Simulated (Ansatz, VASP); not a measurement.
**Ta: VASP beside Ansatz**

```
Ta
1.0
    -1.79639    1.65948    1.78394
     1.79639   -1.65948    1.78394
     1.79639    1.65948   -1.78394
Ta
1
Direct
  0.00000 0.00000 0.00000
```

Change from the starting cell: normal strain along x +0.0825, normal strain along z +0.0750.

Alike in both runs: task single point; functional PBE; k mesh 18 × 18 × 18; occupations gaussian, width 0.15 eV; no spin polarisation.

|  | VASP | Ansatz |
| --- | --- | --- |
| version | VASP 6.6.1 | Ansatz 0.2.0 |
| potentials or method | VASP PAW PBE potentials, release 64 (Ta_pv) | scalar-relativistic, plane waves, PAW |
| plane-wave cutoff (eV) | 520 | 420 |
| valence electrons in the cell | 11 | 13 |

```tsv
	VASP	Ansatz	Ansatz less VASP
gap on the k mesh at the Fermi level (eV)	none	none	-
pressure (GPa)	-21.7	-21.7	+0.07
largest component of the traceless stress (GPa)	2.32	2.33	+0.007
```

A gap of «none» marks a metal or a gap that the smearing closes. With one functional, cell and mesh, what is left measures potentials, basis and numerics. The two sets of potentials don't hold the same shells in valence.

Caveats: so large a pressure means that the cell lies far from this level's equilibrium, or that cutoff or potentials fall short (VASP). Spin-orbit coupling is left out, which matters for the levels of Ta.
